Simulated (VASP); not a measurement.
# SnSe2 (P-3m1) in VASP: a series of runs

The runs below take SnSe2 through single point, with LDA.

All numbers are computed with VASP 6.6.1; they aren't measurements. Logs are shortened: lines on timing, memory, paths and dates and some standing lists are left out, and cuts for length are marked.

### Step 1. The crystal as given

It takes space group P-3m1 (No. 164, trigonal). Conventional cell: a = 3.811 Å, b = 3.811 Å, c = 6.136 Å, α = 90.00°, β = 90.00°, γ = 120.00°. Sn (site symmetry -3m) is surrounded by 6 Se at 2.68 Å. Around Se (site symmetry 3m) lie 3 Sn at 2.68 Å.

### Step 2. Single point, LDA

Input file INCAR:

```
SYSTEM = SnSe2
PREC     = Accurate       ! precision mode
ENCUT    = 450            ! plane-wave cutoff, eV
EDIFF    = 1E-7           ! SCF threshold, eV
ISMEAR   = 0              ! smearing method
SIGMA    = 0.05           ! smearing width, eV
LREAL    = .False.        ! projectors in reciprocal space
LASPH    = .True.         ! aspherical terms in the spheres
NELM     = 100            ! most SCF steps
ALGO     = Normal         ! electronic algorithm
ISIF     = 2              ! what is computed and relaxed
LWAVE    = .False.        ! write WAVECAR
LCHARG   = .False.        ! write CHGCAR
NBANDS   = 20             ! bands
ADDGRID  = .False.
```

Input file KPOINTS:

```
regular mesh
0
Gamma
  2 2 1
  0 0 0
```

Input file POSCAR:

```
SnSe2
1.0
    3.8110000000      0.0000000000      0.0000000000
   -1.9055000000      3.3004228138      0.0000000000
    0.0000000000      0.0000000000      6.1360000000
Sn Se
1 2
Direct
    0.0000000000      0.0000000000      0.0000000000
    0.6666666667      0.3333333333      0.7510000000
    0.3333333333      0.6666666667      0.2490000000
```

Potentials or basis: VASP PAW LDA potentials, release 64 (Sn_d, Se).

Command:

```console
$ cat potpaw_LDA.64/Sn_d/POTCAR potpaw_LDA.64/Se/POTCAR > POTCAR
$ mpirun -np 1 vasp_std > vasp.out
```

OUTCAR:

```text
SYSTEM = SnSe2
   PREC = Accurate
   ENCUT = 450
   EDIFF = 1E-7
   ISMEAR = 0
   LREAL = .False.
   LASPH = .True.
   NELM = 100
   ISIF = 2

 Found      2 irreducible k-points:

 Following reciprocal coordinates:
            Coordinates               Weight
  0.000000  0.000000  0.000000      1.000000
  0.500000 -0.000000  0.000000      3.000000
   k-points           NKPTS =      2   k-points in BZ     NKDIM =      2   number of bands    NBANDS=     20
   number of dos      NEDOS =    301   number of ions     NIONS =      3
   total plane-waves  NPLWV =  32928
   dimension x,y,z NGX =    28 NGY =   28 NGZ =   42
   dimension x,y,z NGXF=    56 NGYF=   56 NGZF=   84
   ions per type =               1   2
   NGX,Y,Z   is equivalent  to a cutoff of  12.21, 12.21, 11.38 a.u.
   NGXF,Y,Z  is equivalent  to a cutoff of  24.43, 24.43, 22.76 a.u.
 SYSTEM =  SnSe2
   PREC   = accura    normal or accurate (medium, high low for compatibility)
   ISTART =      0    job   : 0-new  1-cont  2-samecut
   ICHARG =      2    charge: 1-file 2-atom 10-const
   ISPIN  =      1    spin polarized calculation?
   LNONCOLLINEAR =      F non collinear calculations
   LSORBIT =      F    spin-orbit coupling
   LASPH  =      T    aspherical Exc in radial PAW
   ENCUT  =  450.0 eV  33.07 Ry    5.75 a.u.   6.59  6.59 10.61*2*pi/ulx,y,z
   NELM   =    100;   NELMIN=  2; NELMDL= -5     # of ELM steps
   EDIFF  = 0.1E-06   stopping-criterion for ELM
   LREAL  =      F    real-space projection
   EDIFFG = 0.1E-05   stopping-criterion for IOM
   NSW    =      0    number of steps for IOM
   IBRION =     -1    ionic relax: 0-MD 1-quasi-New 2-CG
   NFREE  =      0    steps in history (QN), initial steepest desc. (CG)
   ISIF   =      2    stress and relaxation
   ISYM   =      2    0-nonsym 1-usesym 2-fastsym
   POTIM  = 0.5000    time-step for ionic-motion
   TEBEG  =    0.0;   TEEND  =   0.0 temperature during run
   PSTRESS=    0.0 pullay stress
   NELECT =      26.0000    total number of electrons
   NUPDOWN=      -1.0000    fix difference up-down
   EMIN   =  10.00;   EMAX   =-10.00  energy-range for DOS
   EFERMI =   0.00;   METHOD = LEGACY
   ISMEAR =     0;   SIGMA  =   0.05  broadening in eV -4-tet -1-fermi 0-gaus
   EFERMI_NEDOS =   21; number of points for ismear=-14 and -15
   IALGO  =     38    algorithm
   IMIX   =      4    mixing-type and parameters
     AMIX     =   0.40;   BMIX     =  1.00
     AMIX_MAG =   1.60;   BMIX_MAG =  1.00
  volume/ion in A,a.u.               =      25.73       173.61
  Fermi-wavevector in a.u.,A,eV,Ry     =   1.139116  2.152617 17.654722  1.297585
  Thomas-Fermi vector in A             =   2.275820
   LORBIT       =      0    0 simple, 1 ext, 2 COOP (PROOUT), +10 PAW based schemes
   GGA     = CA    functional components
   LHFCALC =     F    Hartree Fock is set to
   AEXX    =    0.0000 exact exchange contribution
   IVDW    =     0    specifies the selected vdW correction
   LEPSILON=     F    determine dielectric tensor
   LRPA    =     F    only Hartree local field effects (RPA)
 non-spin polarized calculation
 Gauss-broadening in eV      SIGMA  =   0.05
  energy-cutoff  :      450.00
  volume of cell :       77.18
 maximum number of plane-waves:      1701
 NGX is ok and might be reduce to    28
   NGX = 13   NGY = 13   NGZ = 21

 number of electron      25.9999998 magnetization

 Free energy of the ion-electron system (eV)
  ---------------------------------------------------
  ext. energy  EPLUGINS =         0.00000000
  ---------------------------------------------------
  free energy    TOTEN  =       -12.04077064 eV

  energy without entropy =      -12.04077064  energy(sigma->0) =      -12.04077064

 E-fermi :   4.4382     XC(G=0):  -9.7434

 val. band max:        4.1557947701   @ k =   0.0000   0.0000   0.0000
 cond. band min:       4.9715982293   @ k =   0.0000   0.0000   0.0000
 fundamental gap:      0.8158034591
 Fermi energy:         4.4381726527

 k-point     1 :       0.0000    0.0000    0.0000
  band No.  band energies     occupation
      1     -17.2018      2.00000
      2     -17.1921      2.00000
      3     -17.1921      2.00000
      4     -17.1455      2.00000
      5     -17.1455      2.00000
      6      -9.8814      2.00000
[... 12 lines left out ...]
     19      13.0543      0.00000
     20      13.0543      0.00000

 k-point     2 :       0.5000   -0.0000    0.0000
  band No.  band energies     occupation
      1     -17.2611      2.00000
      2     -17.1917      2.00000
      3     -17.1819      2.00000
      4     -17.1425      2.00000
      5     -17.0997      2.00000
      6      -8.1520      2.00000
[... 12 lines left out ...]
     19      13.9687      0.00000
     20      14.6437      0.00000

------------------------ aborting loop because EDIFF is reached ----------------------------------------

  FORCE on cell =-STRESS in cart. coord.  units (eV):
  Direction    XX          YY          ZZ          XY          YZ          ZX
  --------------------------------------------------------------------------------------
  -------------------------------------------------------------------------------------
  Total        3.5424777      3.5424777     -0.2403675      0.0000000     -0.0000000      0.0000000
  in kB       73.5400336     73.5400336     -4.9899065      0.0000000     -0.0000000      0.0000000
  external PRESSURE =      47.3633869 kB  Pullay stress =       0.0000000 kB

 VOLUME and BASIS-vectors are now :
 -----------------------------------------------------------------------------
  energy-cutoff  :      450.00
  volume of cell :       77.18
      direct lattice vectors                 reciprocal lattice vectors
     3.811000000  0.000000000  0.000000000     0.262398321  0.151495741  0.000000000
    -1.905500000  3.300422814  0.000000000     0.000000000  0.302991482  0.000000000
     0.000000000  0.000000000  6.136000000     0.000000000  0.000000000  0.162972621

 POSITION                                       TOTAL-FORCE (eV/Angst)
 -----------------------------------------------------------------------------------
      0.00000      0.00000      0.00000         0.000000      0.000000     -0.000000
      1.90550      1.10014      4.60814         0.000000     -0.000000     -1.236282
     -0.00000      2.20028      1.52786        -0.000000      0.000000      1.236282
 -----------------------------------------------------------------------------------
    total drift:                                0.000000      0.000000     -0.000000

  FREE ENERGIE OF THE ION-ELECTRON SYSTEM (eV)
  ---------------------------------------------------
  free  energy   TOTEN  =       -12.0407706443 eV

  energy  without entropy=      -12.0407706443  energy(sigma->0) =      -12.04077064
```

It took 2.8 s on 1 thread of Intel Xeon 6975P-C (Granite Rapids), shared host; peak memory 0.14 GiB.

These settings aren't checked as converged: the numbers below hold their error.

Results:

```yaml
Free_energy: -12.0408 eV
Pressure: 4.7 GPa
Largest_force: 1.236 eV/Å
Band_gap_on_the_k_mesh: 0.82 eV, direct
```

Caveat: the k mesh is coarse (spacing up to 1.02 Å⁻¹), so the values aren't converged; spin-orbit coupling is left out, which moves the levels of the heavy elements; an odd mesh through Γ misses points on the zone boundary, where band edges often lie; forces of over 1 eV/Å show positions far from the minimum, so gaps and moduli don't describe the material at rest.

### Step 3. Single point, LDA

INCAR is that of step 2.

KPOINTS is that of step 2.

Input file POSCAR:

```
SnSe2
1.0
    3.8110000000      0.0000000000      0.0000000000
   -1.9055000000      3.3004228138      0.0000000000
    0.0000000000      0.0000000000      6.1360000000
Sn Se
1 2
Direct
    0.0255860000      0.0074750000      0.0043360000
    0.6613810000      0.3516810000      0.7467700000
    0.3595740000      0.6870860000      0.2661230000
```

Potentials or basis: VASP PAW LDA potentials, release 64 (Sn_d, Se).

Command:

```console
$ cat potpaw_LDA.64/Sn_d/POTCAR potpaw_LDA.64/Se/POTCAR > POTCAR
$ mpirun -np 1 vasp_std > vasp.out
```

OUTCAR:

```text
SYSTEM = SnSe2
   PREC = Accurate
   ENCUT = 450
   EDIFF = 1E-7
   ISMEAR = 0
   LREAL = .False.
   LASPH = .True.
   NELM = 100
   ISIF = 2

 Found      4 irreducible k-points:

 Following reciprocal coordinates:
            Coordinates               Weight
  0.000000  0.000000  0.000000      1.000000
  0.500000 -0.000000  0.000000      1.000000
  0.000000  0.500000  0.000000      1.000000
  0.500000  0.500000  0.000000      1.000000
   k-points           NKPTS =      4   k-points in BZ     NKDIM =      4   number of bands    NBANDS=     20
   number of dos      NEDOS =    301   number of ions     NIONS =      3
   total plane-waves  NPLWV =  32928
   dimension x,y,z NGX =    28 NGY =   28 NGZ =   42
   dimension x,y,z NGXF=    56 NGYF=   56 NGZF=   84
   ions per type =               1   2
   NGX,Y,Z   is equivalent  to a cutoff of  12.21, 12.21, 11.38 a.u.
   NGXF,Y,Z  is equivalent  to a cutoff of  24.43, 24.43, 22.76 a.u.
 SYSTEM =  SnSe2
   PREC   = accura    normal or accurate (medium, high low for compatibility)
   ISTART =      0    job   : 0-new  1-cont  2-samecut
   ICHARG =      2    charge: 1-file 2-atom 10-const
   ISPIN  =      1    spin polarized calculation?
   LNONCOLLINEAR =      F non collinear calculations
   LSORBIT =      F    spin-orbit coupling
   LASPH  =      T    aspherical Exc in radial PAW
   ENCUT  =  450.0 eV  33.07 Ry    5.75 a.u.   6.59  6.59 10.61*2*pi/ulx,y,z
   NELM   =    100;   NELMIN=  2; NELMDL= -5     # of ELM steps
   EDIFF  = 0.1E-06   stopping-criterion for ELM
   LREAL  =      F    real-space projection
   EDIFFG = 0.1E-05   stopping-criterion for IOM
   NSW    =      0    number of steps for IOM
   IBRION =     -1    ionic relax: 0-MD 1-quasi-New 2-CG
   NFREE  =      0    steps in history (QN), initial steepest desc. (CG)
   ISIF   =      2    stress and relaxation
   ISYM   =      2    0-nonsym 1-usesym 2-fastsym
   POTIM  = 0.5000    time-step for ionic-motion
   TEBEG  =    0.0;   TEEND  =   0.0 temperature during run
   PSTRESS=    0.0 pullay stress
   NELECT =      26.0000    total number of electrons
   NUPDOWN=      -1.0000    fix difference up-down
   EMIN   =  10.00;   EMAX   =-10.00  energy-range for DOS
   EFERMI =   0.00;   METHOD = LEGACY
   ISMEAR =     0;   SIGMA  =   0.05  broadening in eV -4-tet -1-fermi 0-gaus
   EFERMI_NEDOS =   21; number of points for ismear=-14 and -15
   IALGO  =     38    algorithm
   IMIX   =      4    mixing-type and parameters
     AMIX     =   0.40;   BMIX     =  1.00
     AMIX_MAG =   1.60;   BMIX_MAG =  1.00
  volume/ion in A,a.u.               =      25.73       173.61
  Fermi-wavevector in a.u.,A,eV,Ry     =   1.139116  2.152617 17.654722  1.297585
  Thomas-Fermi vector in A             =   2.275820
   LORBIT       =      0    0 simple, 1 ext, 2 COOP (PROOUT), +10 PAW based schemes
   GGA     = CA    functional components
   LHFCALC =     F    Hartree Fock is set to
   AEXX    =    0.0000 exact exchange contribution
   IVDW    =     0    specifies the selected vdW correction
   LEPSILON=     F    determine dielectric tensor
   LRPA    =     F    only Hartree local field effects (RPA)
 non-spin polarized calculation
 Gauss-broadening in eV      SIGMA  =   0.05
  energy-cutoff  :      450.00
  volume of cell :       77.18
 maximum number of plane-waves:      1701
 NGX is ok and might be reduce to    28
   NGX = 13   NGY = 13   NGZ = 21

 number of electron      26.0000001 magnetization

 Free energy of the ion-electron system (eV)
  ---------------------------------------------------
  ext. energy  EPLUGINS =         0.00000000
  ---------------------------------------------------
  free energy    TOTEN  =       -12.14095851 eV

  energy without entropy =      -12.14095851  energy(sigma->0) =      -12.14095851

 E-fermi :   4.4447     XC(G=0):  -9.7899

 val. band max:        4.1302917954   @ k =   0.0000   0.0000   0.0000
 cond. band min:       4.8853763365   @ k =   0.0000   0.0000   0.0000
 fundamental gap:      0.7550845411
 Fermi energy:         4.4446708684

 k-point     1 :       0.0000    0.0000    0.0000
  band No.  band energies     occupation
      1     -17.1516      2.00000
      2     -17.1489      2.00000
      3     -17.1446      2.00000
      4     -17.1097      2.00000
      5     -17.1081      2.00000
      6      -9.7002      2.00000
[... 12 lines left out ...]
     19      13.0868      0.00000
     20      13.2660      0.00000

 k-point     2 :       0.5000   -0.0000    0.0000
  band No.  band energies     occupation
      1     -17.2114      2.00000
      2     -17.1416      2.00000
      3     -17.1397      2.00000
      4     -17.0991      2.00000
      5     -17.0673      2.00000
      6      -8.0916      2.00000
[... 12 lines left out ...]
     19      14.0448      0.00000
     20      14.9770      0.00000

 k-point     3 :       0.0000    0.5000    0.0000
  band No.  band energies     occupation
      1     -17.2064      2.00000
      2     -17.1440      2.00000
      3     -17.1370      2.00000
      4     -17.1024      2.00000
      5     -17.0687      2.00000
      6      -8.0440      2.00000
[... 12 lines left out ...]
     19      14.0476      0.00000
     20      14.8646      0.00000

 k-point     4 :       0.5000    0.5000    0.0000
  band No.  band energies     occupation
      1     -17.2054      2.00000
      2     -17.1423      2.00000
      3     -17.1342      2.00000
      4     -17.1072      2.00000
      5     -17.0688      2.00000
      6      -8.0289      2.00000
[... 12 lines left out ...]
     19      14.0400      0.00000
     20      14.7860      0.00000

------------------------ aborting loop because EDIFF is reached ----------------------------------------

  FORCE on cell =-STRESS in cart. coord.  units (eV):
  Direction    XX          YY          ZZ          XY          YZ          ZX
  --------------------------------------------------------------------------------------
  -------------------------------------------------------------------------------------
  Total        2.9069466      2.8417099     -2.1087581      0.3330465     -0.1204588     -0.1844376
  in kB       60.3467326     58.9924511    -43.7767453      6.9138757     -2.5006638     -3.8288304
  external PRESSURE =      25.1874795 kB  Pullay stress =       0.0000000 kB

 VOLUME and BASIS-vectors are now :
 -----------------------------------------------------------------------------
  energy-cutoff  :      450.00
  volume of cell :       77.18
      direct lattice vectors                 reciprocal lattice vectors
     3.811000000  0.000000000  0.000000000     0.262398321  0.151495741  0.000000000
    -1.905500000  3.300422814  0.000000000     0.000000000  0.302991482  0.000000000
     0.000000000  0.000000000  6.136000000     0.000000000  0.000000000  0.162972621

 POSITION                                       TOTAL-FORCE (eV/Angst)
 -----------------------------------------------------------------------------------
      0.08326      0.02467      0.02661        -0.388273      0.118691      0.257066
      1.85039      1.16070      4.58218         0.384707     -0.020884     -0.926423
      0.06109      2.26767      1.63293         0.003567     -0.097807      0.669358
 -----------------------------------------------------------------------------------
    total drift:                               -0.000099     -0.000176      0.000537

  FREE ENERGIE OF THE ION-ELECTRON SYSTEM (eV)
  ---------------------------------------------------
  free  energy   TOTEN  =       -12.1409585079 eV

  energy  without entropy=      -12.1409585079  energy(sigma->0) =      -12.14095851
```

It took 4 s on 1 thread of Intel Xeon 6975P-C (Granite Rapids), shared host; peak memory 0.15 GiB.

These settings aren't checked as converged: the numbers below hold their error.

Results:

```
Free energy            : -12.1410 eV
Pressure               : 2.5 GPa
Largest force          : 1.003 eV/Å
Band gap on the k mesh : 0.76 eV, direct
```

Caveat: the k mesh is coarse (spacing up to 1.02 Å⁻¹), so the values aren't converged; spin-orbit coupling is left out, which moves the levels of the heavy elements; an odd mesh through Γ misses points on the zone boundary, where band edges often lie.

### Step 4. Single point, LDA

Edit INCAR of step 3 so:

```diff
@@ -2,3 +2,3 @@
 PREC     = Accurate       ! precision mode
-ENCUT    = 450            ! plane-wave cutoff, eV
+ENCUT    = 550            ! plane-wave cutoff, eV
 EDIFF    = 1E-7           ! SCF threshold, eV
```

KPOINTS is that of step 3.

Input file POSCAR:

```
SnSe2
1.0
    3.8110000000      0.0000000000      0.0000000000
   -1.9055000000      3.3004228138      0.0000000000
    0.0000000000      0.0000000000      6.1360000000
Sn Se
1 2
Direct
    0.0000000000      0.0000000000      0.0000000000
    0.6666666667      0.3333333333      0.7510000000
    0.3333333333      0.6666666667      0.2490000000
```

Command:

```console
$ cat potpaw_LDA.64/Sn_d/POTCAR potpaw_LDA.64/Se/POTCAR > POTCAR
$ mpirun -np 1 vasp_std > vasp.out
```

It took 3.6 s on 1 thread of Intel Xeon 6975P-C (Granite Rapids), shared host; peak memory 0.16 GiB.

The run converged, but some of its settings lie outside the range that counts as converged, so its numbers aren't taken as properties of the crystal.

Results:

| Quantity | Value |
| --- | --- |
| Free energy | -12.0406 eV |
| Pressure | 4.7 GPa |
| Largest force | 1.236 eV/Å |
| Band gap on the k mesh | 0.82 eV, direct |

Caveat: the k mesh is coarse (spacing up to 1.02 Å⁻¹), so the values aren't converged; spin-orbit coupling is left out, which moves the levels of the heavy elements; an odd mesh through Γ misses points on the zone boundary, where band edges often lie; forces of over 1 eV/Å show positions far from the minimum, so gaps and moduli don't describe the material at rest.

### Step 5. Single point, LDA

INCAR is that of step 4.

KPOINTS is that of step 4.

Input file POSCAR:

```
SnSe2
1.0
    3.8110000000      0.0000000000      0.0000000000
   -1.9055000000      3.3004228138      0.0000000000
    0.0000000000      0.0000000000      6.1360000000
Sn Se
1 2
Direct
    0.0255860000      0.0074750000      0.0043360000
    0.6613810000      0.3516810000      0.7467700000
    0.3595740000      0.6870860000      0.2661230000
```

Command:

```console
$ cat potpaw_LDA.64/Sn_d/POTCAR potpaw_LDA.64/Se/POTCAR > POTCAR
$ mpirun -np 1 vasp_std > vasp.out
```

It took 4.9 s on 1 thread of Intel Xeon 6975P-C (Granite Rapids), shared host; peak memory 0.16 GiB.

These settings aren't checked as converged: the numbers below hold their error.

What came out:

```yaml
Free_energy: -12.1408 eV
Pressure: 2.5 GPa
Largest_force: 1.003 eV/Å
Band_gap_on_the_k_mesh: 0.75 eV, direct
```

Caveat: the k mesh is coarse (spacing up to 1.02 Å⁻¹), so the values aren't converged; spin-orbit coupling is left out, which moves the levels of the heavy elements; an odd mesh through Γ misses points on the zone boundary, where band edges often lie.

[end of part 1 of 2]
